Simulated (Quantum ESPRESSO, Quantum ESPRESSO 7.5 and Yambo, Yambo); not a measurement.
# MgO (Periclase): G0W0 on several meshes in Yambo

How does the mesh move the gap of MgO (Periclase)?

Program: Quantum ESPRESSO 7.5 and Yambo 5.3.0. Level of theory: PBE and many-body steps on it, plane waves. Results are calculated unless marked as measured.

The database entry behind the starting cell differs from later determinations by our own check (about 0.1 % long), so it need not match the best structure at ambient conditions.

### 1. Set-up

The structure is cubic, space group Fm-3m (No. 225). Conventional cell: a = 4.217 Å, b = 4.217 Å, c = 4.217 Å, α = 90.00°, β = 90.00°, γ = 90.00°. Nearest to Mg lie 6 O at 2.11 Å. O has 6 Mg at 2.11 Å nearest. Farther neighbours and most contacts between anions are not listed.

As a file:

```cif
data_structure
_symmetry_space_group_name_H-M 'Fm-3m'
_symmetry_Int_Tables_number 225
_cell_length_a 4.2170
_cell_length_b 4.2170
_cell_length_c 4.2170
_cell_angle_alpha 90.000
_cell_angle_beta 90.000
_cell_angle_gamma 90.000
_cell_volume 74.99
loop_
_atom_site_label
_atom_site_type_symbol
_atom_site_symmetry_multiplicity
_atom_site_Wyckoff_symbol
_atom_site_fract_x
_atom_site_fract_y
_atom_site_fract_z
_atom_site_occupancy
Mg1 Mg 4 a 0.00000 0.00000 0.00000 1
O1 O 4 b 0.50000 0.00000 0.00000 1
```

The cell and positions come from the Crystallography Open Database and are kept as given unless a step says otherwise.

### 2. Empty states on the mesh, 8×8×8 mesh, 229 bands

This step: Quantum ESPRESSO 7.5; DFT, PBE, plane waves, norm-conserving pseudopotentials.

The sums over transitions need many empty states on a uniform mesh; this step solves for them.

Input file pw.in:

```
&control
  calculation = 'nscf'
  prefix = 'x'
  outdir = 'o'
  pseudo_dir = 'pseudo'
/
&system
  ibrav = 0
  nat = 2
  ntyp = 2
  ecutwfc = 76.0
  nbnd = 229
  force_symmorphic = .true.
/
&electrons
  conv_thr = 1e-9
  electron_maxstep = 80
  diago_full_acc = .true.
  diago_thr_init = 5e-6
/
ATOMIC_SPECIES
  Mg 24.305 Mg.upf
  O 15.999 O.upf
CELL_PARAMETERS angstrom
  -0.0000000000 2.1085000000 2.1085000000
  2.1085000000 0.0000000000 2.1085000000
  2.1085000000 2.1085000000 0.0000000000
ATOMIC_POSITIONS crystal
  Mg 0.0000000000 0.0000000000 0.0000000000
  O 0.5000000000 0.5000000000 0.5000000000
K_POINTS automatic
  8 8 8 0 0 0
```

The run is started by

```
$ OMP_NUM_THREADS=1 mpirun -n 4 pw.x -nk 4 -in pw.in > pw.out
```

What it wrote:

```text
Program PWSCF v.7.5 starts

     This program is part of the open-source Quantum ESPRESSO suite
     for quantum simulation of materials; please cite
         "P. Giannozzi et al., J. Phys.:Condens. Matter 21 395502 (2009);
         "P. Giannozzi et al., J. Phys.:Condens. Matter 29 465901 (2017);
         "P. Giannozzi et al., J. Chem. Phys. 152 154105 (2020);
     in publications or presentations arising from this work. More details at

     Atomic positions and unit cell read from directory:
     o/x.save/

     Message from routine setup:
[...]
135.0737 136.9987 137.9351 137.9351 139.8454 139.8454 142.1593 145.3374
     [... 17 further rows ...]
   290.2844 290.6831 290.6831 291.0760 293.1617 293.1858 293.1858 293.7412
   294.1008 294.1008 294.7488 294.7488 295.0457

          k = 0.2652 0.2652-0.2652 (  1423 PWs)   bands (ev):

     [... further k-points ...]

     highest occupied, lowest unoccupied level (ev):     8.0109   12.7439

     XML data file, pseudopotentials, collected wavefunctions

=------------------------------------------------------------------------------=
   JOB DONE.
=------------------------------------------------------------------------------=
```

It took 28 s on 4 MPI ranks of Arm Neoverse V1, shared host; peak memory 0.31 GiB; 1.9 min of CPU time.

Numbers from this step:

```yaml
gap: 4.733 eV
k_of_the_valence_top: 0, 0, 0
k_of_the_conduction_bottom: 0, 0, 0
least_direct_gap: 4.733 eV
k_points_computed: 29
lowest_point_of_the_top_converged_band_above_the_valence_top: 285.5615 eV
```

On this mesh the gap is 4.733 eV.

The density comes from a self-consistent run that is not shown.

### 3. Conversion and set-up

This step: Yambo 5.3.0; conversion and set-up on PBE, plane waves, norm-conserving pseudopotentials.

The states are converted to the many-body program's format and the q mesh is built.

The run is started by

```
$ (cd o/x.save; p2y > p2y.log; mv SAVE ../..); yambo > setup.log
```

What it wrote:

```text
 Yambo, version 5.3.0

 [02] CORE Variables Setup
 =========================

  [02.01] Unit cells
  ==================

  Cell kind             :  FCC
  Atoms in the cell     :  Mg  O
  number of Mg atoms    :  1
  number of O  atoms    :  1

  List of atomic masses
  Mass of Mg    :  24.30500
  Mass of O     :  15.99900

  List of atomic coordinates    : [cc]
  Mg1       :  0.000000  0.000000  0.000000  order 1
  O1       :  3.984488  3.984488  3.984488  order 2

  Alat factors          :  3.984488  3.984488  3.984488 [a.u.]
  Direct lattice volume :  126.5166 [a.u.]
[...]
Q [ 1]         [rlu]:  0.000000  0.000000  0.000000
 Q [ 2]         [rlu]:  0.76839E-18  0.76839E-18  0.12500
 Q [ 3]         [rlu]:  0.15368E-17  0.15368E-17  0.25000
[...]
Q [ 8]         [rlu]:  0.33016E-16  0.12500      0.37500
 Q [ 9]         [rlu]:  0.18382E-16  0.12500      0.50000
 Q [10]         [rlu]: -0.30736E-17  0.12500     -0.37500
     [... 17 further rows ...]
 Q [28]         [rlu]:  0.125000 -0.500000 -0.375000
 Q [29]         [rlu]:  0.250000 -0.500000 -0.250000

  [03.01] X indexes
  =================

   [03.01.01] Sigma indexes
   ========================

 [06] Game Over & Game summary
```

Wall time 2.2 s (1 MPI rank); peak memory 0.24 GiB.

### 4. 8×8×8

G0W0 replaces the xc potential by the self-energy, built once from these orbitals. Only a window of levels is corrected, while the sums run over the empty bands that the input names.

This step: G0W0 on PBE, plane waves, norm-conserving pseudopotentials.

Input file gw2.in:

```
HF_and_locXC
gw0
dyson
ppa
em1d
rim_cut
RandQpts= 1000000
RandGvec= 1 RL
EXXRLvcs= 76 Ry
VXCRLvcs= 304 Ry
Chimod= "HARTREE"
% BndsRnXp
 1 | 98 |
%
NGsBlkXp= 17 Ry
% LongDrXp
 1 | 1 | 1 |
%
% GbndRnge
 1 | 98 |
%
DysSolver= "n"
ExtendOut
PPAPntXp= 27.21138 eV
% QPkrange
 1 | 1 | 7 | 10 |
%
```

The run is started by

```
$ OMP_NUM_THREADS=1 mpirun -n 4 yambo -F gw2.in -J gw2 -C gw2 > gw2.log
```

What it wrote:

```text
 Yambo, version 5.3.0

 [02] CORE Variables Setup
 =========================

  [... cell, symmetries and grids as in the set-up ...]

  [02.05] Energies & Occupations
  ==============================

  [X] === General ===
  [X] Electronic Temperature                        :  0.000000  0.000000 [eV K]
  [X] Bosonic    Temperature                        :  0.000000  0.000000 [eV K]
  [X] Finite Temperature mode                       : no
  [X] El. density                                   :  0.85343E+24 [cm-3]
  [X] Fermi Level                                   :  8.010855 [eV]

  [X] === Gaps and Widths ===
  [X] Conduction Band Min                           :  4.733022 [eV]
  [X] Valence Band Max                              :  0.000000 [eV]
  [X] Filled Bands                                  :   8
  [X] Empty Bands                                   :    9  229
  [X] Direct Gap                                    :  4.733022 [eV]
  [X] Direct Gap localized at k                     :  1
  [X] Indirect Gap                                  :  4.733022 [eV]
  [X] Indirect Gap between kpts                     :  1  1
  [X] Last valence band width                       :  1.746695 [eV]
  [X] 1st conduction band width                     :  6.928393 [eV]

 [03] Transferred momenta grid and indexing
 ==========================================

 IBZ Q-points                                      :  29
 BZ  Q-points                                      :   512

 K/Q-points units:
 rlu = crystal or reduced units; cc = cartesian coordinates; iku = interal k-units

 Q [ 1]         [rlu]:  0.000000  0.000000  0.000000
 Q [ 2]         [rlu]:  0.76839E-18  0.76839E-18  0.12500
 Q [ 3]         [rlu]:  0.15368E-17  0.15368E-17  0.25000
 Q [ 4]         [rlu]:  0.18382E-16 -0.37129E-16  0.37500
 Q [ 5]         [rlu]: -0.30736E-17 -0.30736E-17 -0.50000
 Q [ 6]         [rlu]:  0.47341E-17  0.12500      0.12500
 Q [ 7]         [rlu]:  0.21585E-16  0.12500      0.25000
 Q [ 8]         [rlu]:  0.33016E-16  0.12500      0.37500
 Q [ 9]         [rlu]:  0.18382E-16  0.12500      0.50000
 Q [10]         [rlu]: -0.30736E-17  0.12500     -0.37500
     [... 17 further rows ...]
 Q [28]         [rlu]:  0.125000 -0.500000 -0.375000
 Q [29]         [rlu]:  0.250000 -0.500000 -0.250000

 [04] Coloumb potential Random Integration (RIM)
 ===============================================

  [04.01] RIM initialization
  ==========================

  * Diagonal components only detected *

  8 x (sBL volume)        :  0.030635 [a.u.]
  sBZ random points       :  1000000
  Points outside the sBZ  :   7968281
  RL volume               :  1.960614 [a.u.]
  Integrated volume       :  1.968419 [a.u.]

  [04.02] RIM integrals
  =====================

  Gamma point sphere radius             :  0.056757 [a.u.]
  Points outside the sphere             :   800476
  [Int_sBZ(q=0) 1/q^2]*(Vol_sBZ)^(-1/3) =:  7.776341
                                 should be <:  7.795600

  Summary of Coulomb integrals for non-metallic bands |Q|[au] RIM/Bare

  Q [1] 0.100000E-4 0.997530 * Q [2] 0.170706 1.068480
  Q [6] 0.197114 1.068537 * Q [12] 0.278761 1.030488
  Q [7] 0.326877 1.023143 * Q [3] 0.341411 1.020326
  Q [13] 0.394228 1.017560 * Q [11] 0.429600 1.014854
  Q [22] 0.440760 1.014341 * Q [8] 0.482829 1.012352
  Q [14] 0.512117 1.011710 * Q [4] 0.512117 1.011198
[...]
Q [27] 0.710705 1.008052 * Q [24] 0.737533 1.007704
  Q [26] 0.757031 1.007444 * Q [21] 0.788456 1.006999
  Q [28] 0.812722 1.006778 * Q [20] 0.836284 1.006949
  Q [29] 0.881520 1.006313

 [WARNING] [Xp] User bands 1-98 break level degeneracy

 [05] Dipoles
 ============

  [05.01] Setup: observables and procedures
  =========================================

 [06] Dynamic Dielectric Matrix (PPA)
 ====================================

 [WR./gw2//ndb.pp]---------------------------------------------------------------
  Brillouin Zone Q/K grids (IBZ/BZ)                :    29   512    29   512
  RL vectors                                       :  1893 [WF]
  Coulomb cutoff potential                         : none
  Electronic Temperature                           :  0.000000 [K]
  Bosonic    Temperature                           :  0.000000 [K]
  PPA    diel. fun.  energies                      : Perdew, Burke & Ernzerhof(X)+Perdew, Burke & Ernzerhof(C)
  wavefunctions                                    : Perdew, Burke & Ernzerhof(X)+Perdew, Burke & Ernzerhof(C)
  Global Gauge                                     : length
  X matrix size                                    :  181
  X band range                                     :    1   98
  X e/h energy range                               : -1.000000 -1.000000 [eV]
  X Time ordering                                  : R
  X Hxc Kernel                                     : HARTREE
  X Drude frequency                                :  0.000000  0.000000
  X poles                                          :  100.0000 [o/o]
  RL vectors in the sum                            :  1893
  [r,Vnl] included                                 : yes
  Field direction                                  :  0.577350E-5  0.577350E-5  0.577350E-5
  BZ energy Double Grid                            : no
  BZ energy DbGd points                            : 0
  BZ Q point size factor                           : -1.000000
  X Optical Averaged directions                    : none

 [07] Local Exchange-Correlation + Non-Local Fock
 ================================================

 [VXC] Plane waves :  11311
 [EXS] Plane waves :  1459

 QP @ state[ 1 ] K range:  1  1
 QP @ state[ 1 ] b range:   7  10

 [xc] Functional : Perdew, Burke & Ernzerhof(X)+Perdew, Burke & Ernzerhof(C)
 [xc] LIBXC used to calculate xc functional
  PP Number of Atomic Species                      :  2
  NLCC RL compoments                               :  11311
  PP Number of Atomic Species                      :  2
  NLCC RL compoments                               :  11311

 [xc] E_xc :  -11.58431 [Ha]
      E_xc :  -23.16862 [Ry]

  Local XC kind (lXC) : Perdew, Burke & Ernzerhof(X)+Perdew, Burke & Ernzerhof(C)
  Non-Local XC kind (nlXC) : Hartree-Fock

  Corrections @ K [1] :  [eV]
 <7|nlXC|7> = -25.55441 -0.90987E-17 <7|lXC|7> = -20.10731 -0.37763E-15
 <8|nlXC|8> = -25.55440 -0.10858E-16 <8|lXC|8> = -20.10731 -0.22422E-19
 <9|nlXC|9> = -8.973814  0.85333E-18 <9|lXC|9> = -13.45261 -0.37748E-15
 <10|nlXC|10> = -3.695781  0.61250E-18 <10|lXC|10> = -9.568466 -0.28151E-19

 [08] Dyson equation: Newton solver
 ==================================

  [08.01] G0W0 (W PPA)
  ====================

  [  GW  ] Bands range     :    1   98
  [GW/PPA] G damping       :  0.100000 [eV]

  QP @ state[ 1 ] K range:  1  1
  QP @ state[ 1 ] b range:   7  10

   Sc/G bands                                       :    1   98
   Sc/G damping                                     :  0.100000 ev
   Sc bands terminator                              : no
   Sx RL components                                 :  1459

   QP @ state[ 1 ] K range                          :  1  1
   QP @ state[ 1 ] b range                          :   7  10
   GF energies kind                                 : Perdew, Burke & Ernzerhof(X)+Perdew, Burke & Ernzerhof(C)
   GF WF`s kind                                     : Perdew, Burke & Ernzerhof(X)+Perdew, Burke & Ernzerhof(C)
   Xs energies kind                                 : Perdew, Burke & Ernzerhof(X)+Perdew, Burke & Ernzerhof(C)
   Xs WF`s kind                                     : Perdew, Burke & Ernzerhof(X)+Perdew, Burke & Ernzerhof(C)

 [11] Game Over & Game summary
```

It took 8.1 min on 4 MPI ranks; peak memory 1.6 GiB.

Numbers from this step:

```yaml
g0w0_gap_on_the_points_computed: 6.974 eV
starting_gap_on_the_mesh: 4.733 eV
k_of_the_valence_top: 0, 0, 0
k_of_the_conduction_bottom: 0, 0, 0
least_direct_g0w0_gap_on_the_computed_points: 6.974 eV
z_at_the_valence_top: 0.8007
z_at_the_conduction_bottom: 0.8502
```

The gap on the mesh goes from 4.73 eV to 6.97 eV, a correction of +2.24 eV.

### 5. Empty states on the mesh, 6×6×6 mesh, 98 bands

This step: Quantum ESPRESSO 7.5; DFT, PBE, plane waves, norm-conserving pseudopotentials.

pw.in: that of step 2 with these lines changed.

```diff
@@ -11,3 +11,3 @@
   ecutwfc = 76.0
-  nbnd = 229
+  nbnd = 98
   force_symmorphic = .true.
@@ -31,2 +31,2 @@
 K_POINTS automatic
-  8 8 8 0 0 0
+  6 6 6 0 0 0
```

The run is started by

```
$ OMP_NUM_THREADS=1 mpirun -n 4 pw.x -nk 4 -in pw.in > pw.out
```

What it wrote:

```text
[banner, memory and clock lines left out]
Program PWSCF v.7.5 starts

     Atomic positions and unit cell read from directory:
     o/x.save/

     Message from routine setup:
     using ibrav=0 with symmetry is DISCOURAGED, use correct ibrav instead

     G-vector sticks info

     bravais-lattice index     =            0
     lattice parameter (alat)  =       5.6349  a.u.
     unit-cell volume          =     126.5166 (a.u.)^3
     number of atoms/cell      =            2
     number of atomic types    =            2
     number of electrons       =        16.00
[...]
160.5696 160.5696

          k = 0.1179 0.1179-0.1179 (  1417 PWs)   bands (ev):

[...]
162.0819 162.3576

          k = 0.2357 0.2357-0.2357 (  1411 PWs)   bands (ev):

[...]
146.6339 146.6339 148.1616 148.1616 148.3693 148.9767 150.4282 153.8951
   153.8951 153.9121 155.2391 156.8711 156.8711 158.4507 158.4507 163.3082
   165.0506 165.0506

          k =-0.3536-0.3536 0.3536 (  1404 PWs)   bands (ev):

     [... further k-points ...]

     highest occupied, lowest unoccupied level (ev):     8.0109   12.7439

     XML data file, pseudopotentials, collected wavefunctions
```

Wall time 3.8 s (4 MPI ranks); peak memory 0.22 GiB.

This step gave:

- gap: 4.733 eV
- k of the valence top: 0, 0, 0
- k of the conduction bottom: 0, 0, 0
- least direct gap: 4.733 eV
- k points computed: 16
- lowest point of the top converged band, above the valence top: 149.5669 eV

On this mesh the gap is 4.733 eV.

### 6. Conversion and set-up

This step: Yambo 5.3.0; conversion and set-up on PBE, plane waves, norm-conserving pseudopotentials.

The run is started by

```
$ (cd o/x.save; p2y > p2y.log; mv SAVE ../..); yambo > setup.log
```

What it wrote:

```text
 Yambo, version 5.3.0

 [02] CORE Variables Setup
 =========================

  [02.01] Unit cells
  ==================

  Cell kind             :  FCC
  Atoms in the cell     :  Mg  O
  number of Mg atoms    :  1
  number of O  atoms    :  1

  List of atomic masses
  Mass of Mg    :  24.30500
  Mass of O     :  15.99900

  List of atomic coordinates    : [cc]
  Mg1       :  0.000000  0.000000  0.000000  order 1
  O1       :  3.984488  3.984488  3.984488  order 2

  Alat factors          :  3.984488  3.984488  3.984488 [a.u.]
  Direct lattice volume :  126.5166 [a.u.]
[...]
Q [ 1]         [rlu]:  0.000000  0.000000  0.000000
 Q [ 2]         [rlu]:  0.72302E-17 -0.20525E-16  0.16667
 Q [ 3]         [rlu]:  0.14460E-16 -0.41051E-16  0.33333
[...]
Q [ 8]         [rlu]: -0.30736E-17  0.16667     -0.33333
 Q [ 9]         [rlu]:  0.13295E-16  0.16667     -0.16667
 Q [10]         [rlu]:  0.12624E-16  0.33333      0.33333
     [... 4 further rows ...]
 Q [15]         [rlu]:  0.166667  0.333333 -0.333333
 Q [16]         [rlu]:  0.166667 -0.500000 -0.333333

  [03.01] X indexes
  =================

   [03.01.01] Sigma indexes
   ========================

 [06] Game Over & Game summary
```

The job ended after 1.9 s (1 MPI rank; peak memory 0.23 GiB).

[end of part 1 of 2]

[Paths, hosts, dates, memory and timing lines, banners, echoed tables and standing remarks are left out of the program output.]

[Logs are printed without paths, hosts, clocks, repeated set-up lines and the standing remarks that a program may print on its own settings, such as how far it seeks lower states.]

[Runs of the session that timed out or met a known fault of the program may be left out.]

[Hosts, paths, dates, database ids (printed as entryN), source tags and the programs' standing remarks are cut or masked in the printed files.]
